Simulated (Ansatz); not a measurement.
(111) slab cut from the bulk of TiO2, P4_2/mnm (No. 136); the slab's formula is Ti11O20:

```yaml
crystal:
  lattice:
    - [5.45135, 0.00000, 0.00000]
    - [1.58450, 5.21599, 0.00000]
    - [0.00000, 0.00000, 25.89404]
  atoms:
    - { symbol: Ti, position: [0.22520, 0.22520, 0.28964] }
    - { symbol: O, position: [0.61773, 0.61773, 0.32255] }
    - { symbol: Ti, position: [0.83781, 0.83781, 0.33171] }
    - { symbol: O, position: [0.14224, 0.53337, 0.33171] }
    - { symbol: O, position: [0.53337, 0.14224, 0.33171] }
    - { symbol: O, position: [0.05789, 0.05789, 0.34087] }
    - { symbol: Ti, position: [0.45041, 0.45041, 0.37379] }
    - { symbol: O, position: [0.84293, 0.84293, 0.40670] }
    - { symbol: Ti, position: [0.06301, 0.06301, 0.41586] }
    - { symbol: O, position: [0.36745, 0.75857, 0.41586] }
    - { symbol: O, position: [0.75857, 0.36745, 0.41586] }
    - { symbol: O, position: [0.28309, 0.28309, 0.42502] }
    - { symbol: Ti, position: [0.67561, 0.67561, 0.45793] }
    - { symbol: O, position: [0.06813, 0.06813, 0.49084] }
    - { symbol: Ti, position: [0.28821, 0.28821, 0.50000] }
    - { symbol: O, position: [0.59265, 0.98378, 0.50000] }
    - { symbol: O, position: [0.98378, 0.59265, 0.50000] }
    - { symbol: O, position: [0.50830, 0.50830, 0.50916] }
    - { symbol: Ti, position: [0.90082, 0.90082, 0.54207] }
    - { symbol: O, position: [0.29334, 0.29334, 0.57498] }
    - { symbol: Ti, position: [0.51342, 0.51342, 0.58414] }
    - { symbol: O, position: [0.81786, 0.20898, 0.58414] }
    - { symbol: O, position: [0.20898, 0.81786, 0.58414] }
    - { symbol: O, position: [0.73350, 0.73350, 0.59330] }
    - { symbol: Ti, position: [0.12602, 0.12602, 0.62621] }
    - { symbol: O, position: [0.51854, 0.51854, 0.65913] }
    - { symbol: Ti, position: [0.73862, 0.73862, 0.66829] }
    - { symbol: O, position: [0.04306, 0.43418, 0.66829] }
    - { symbol: O, position: [0.43418, 0.04306, 0.66829] }
    - { symbol: O, position: [0.95870, 0.95870, 0.67745] }
    - { symbol: Ti, position: [0.35122, 0.35122, 0.71036] }
```

Method: Ansatz 0.2.0, DFT PBEsol, scalar-relativistic, plane waves, PAW. Cutoff 420 eV; k points 5×5×1 on the computed 31-atom cell (Γ-centred); Gaussian smearing, width 0.05 eV; no spin polarisation. The cell repeats along c with a dipole correction in the vacuum.

(1) What forces act on the atoms?

Spin polarisation was left out, and a magnetic state may lie lower.

Answers

(1)
```csv
atom,Fx (eV/Å),Fy (eV/Å),Fz (eV/Å)
Ti1,0.141,0.105,4.746
O2,1.182,0.876,0.309
Ti3,-2.608,-1.933,1.666
O4,-0.599,-0.433,-2.032
O5,-0.588,-0.447,-2.032
O6,1.064,0.789,-2.155
Ti7,1.547,1.147,-0.222
O8,0.133,0.099,-1.011
Ti9,0.070,0.052,0.859
O10,-0.154,0.095,-0.002
O11,0.046,-0.175,-0.002
O12,-0.044,-0.033,-0.182
Ti13,-0.222,-0.165,0.206
O14,-0.019,-0.014,-0.039
Ti15,0.000,0.000,0.000
O16,0.018,-0.024,0.000
O17,-0.018,0.024,0.000
O18,0.019,0.014,0.039
Ti19,0.222,0.165,-0.206
O20,0.044,0.033,0.182
Ti21,-0.070,-0.052,-0.859
O22,-0.046,0.175,0.002
O23,0.154,-0.095,0.002
O24,-0.133,-0.099,1.011
Ti25,-1.547,-1.147,0.222
O26,-1.064,-0.789,2.155
Ti27,2.608,1.933,-1.666
O28,0.588,0.447,2.032
O29,0.599,0.433,2.032
O30,-1.182,-0.876,-0.309
Ti31,-0.141,-0.105,-4.746
```

Cost: 1 run of about 2.3 core-minutes, on Intel Xeon 6975P-C (Granite Rapids) (shared hosts).